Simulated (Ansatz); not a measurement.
The system is TiAl.

```
CELL_PARAMETERS angstrom
2.86726 0.00000 0.00000
-1.43363 2.48312 0.00000
0.00000 0.00000 4.67808
ATOMIC_POSITIONS crystal
Ti 0.00000 0.00000 0.00000
Al 0.33333 0.66667 0.50000
```

The cell comes from a database or a generator and needn't be the stable form of this composition.

| Item | Value |
| --- | --- |
| Program | Ansatz 0.2.0 |
| Task | relaxation of cell and atoms |
| Functional | PBEsol |
| Dispersion | D3(BJ)-ATM |
| Potentials or basis | Ansatz PAW |
| Cutoff | 420 eV (not typed: the program's choice for these potentials) |
| k mesh | 11 × 11 × 6 |
| Occupations | fermi-dirac, width 0.05 eV |
| Spin | no spin polarisation |

At the start: volume 16.65 Å³/atom.

**Question.** How do energy, volume and symmetry change on relaxing?

**Answer.** It ends after 7 steps and the volume is 15.66 Å³/atom (-6.0 %); space group P-6m2 (No. 187, to 0.05 Å).

Step by step:
| step | energy change (eV) | largest force (eV/Å) | volume (Å³) |
| --- | --- | --- | --- |
| 1 | 0.0000 | 0.0000 | 33.31 |
| 2 | -0.0147 | 0.0000 | 29.91 |
| 3 | -0.0432 | 0.0000 | 31.46 |
| 4 | -0.0435 | 0.0000 | 31.34 |
| 5 | -0.0431 | 0.0000 | 31.34 |
| 6 | -0.0432 | 0.0000 | 31.32 |
| 7 | -0.0431 | 0.0000 | 31.32 |

Final structure:
```
Ti Al
1.0
     2.81168    0.00000    0.00000
    -1.40584    2.43499    0.00000
     0.00000    0.00000    4.57516
Ti Al
1 1
Direct
  0.00000 0.00000 0.00000
  0.33333 0.66667 0.50000
```

Caveat: the plane-wave basis is chosen anew once the cell has moved, so the energies of steps on either side of that aren't comparable; pairwise dispersion overbinds metals, which lowers pressure and volume; the PAW data sets come from PBE, with cores solved anew for the run's functional, which leaves a small shift of forces and pressure.
